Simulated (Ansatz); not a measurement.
# WS2: the cost of one run

Method: DFT PBEsol, scalar-relativistic, plane waves, PAW, in Ansatz 0.2.0.

3 further runs of the same task are left out: 2 that didn't finish, 1 set aside as unsound or not needed.

**1. The structure to begin with**

Symmetry: R3m, No. 160, trigonal system. The conventional cell has a = 3.148 Å, b = 3.148 Å, c = 19.111 Å, α = 90.00°, β = 90.00°, γ = 120.00°. W (site symmetry 3m) is surrounded by 6 S at 2.40 Å. S (site symmetry 3m) has 3 W at 2.40 Å as nearest neighbours.

Coordinates:

```
W S
1.0
     1.57380    0.90864    6.37046
    -1.57380    0.90864    6.37046
     0.00000   -1.81727    6.37046
W S
1 2
Direct
  0.99933 0.99933 0.99933
  0.74796 0.74796 0.74796
  0.58401 0.58401 0.58401
```

This cell was relaxed beforehand with the same method: volume 18.22 Å³/atom, gap on the mesh 1.15 eV.

**2. Band edges and mean potential of the bulk**

The input, input.yaml:

```yaml
crystal:
  lattice:
    - [1.5738034028, 0.9086358182, 6.3704647456]
    - [-1.5738034028, 0.9086358182, 6.3704647456]
    - [0.0, -1.8172716365, 6.3704647456]
  atoms:
    - { symbol: W, position: [-0.0006715137, -0.0006715137, -0.0006715137] }
    - { symbol: S, position: [0.7479630313, 0.7479630313, 0.7479630313] }
    - { symbol: S, position: [0.5840084824, 0.5840084824, 0.5840084824] }
basis:
  ecutwfc: 420
kpoints:
  mp_grid: { grid: [12, 12, 12] }
  band_path: { path: [VBM, CBM], npoints: 2 }
hamiltonian:
  xc: pbesol
scf:
  occupations: { method: gaussian, width: 0.02 }
output:
  forces: true
  stress: true
  eigenvalues: true
  write_density: true
  write_potential: true
  elf: true
  volumetric_format: npy
```

Run with:

```console
> ansatz run input.yaml --threads 2 --pin off --max-ram 5120MiB --backend cpu --events-out ev --progress --plain --runs-dir out
```

**Question.** How long does this run take on 2 threads of Arm Neoverse V2, shared host, and how much memory does it need?

About 13 s, with a peak of 0.47 GiB.
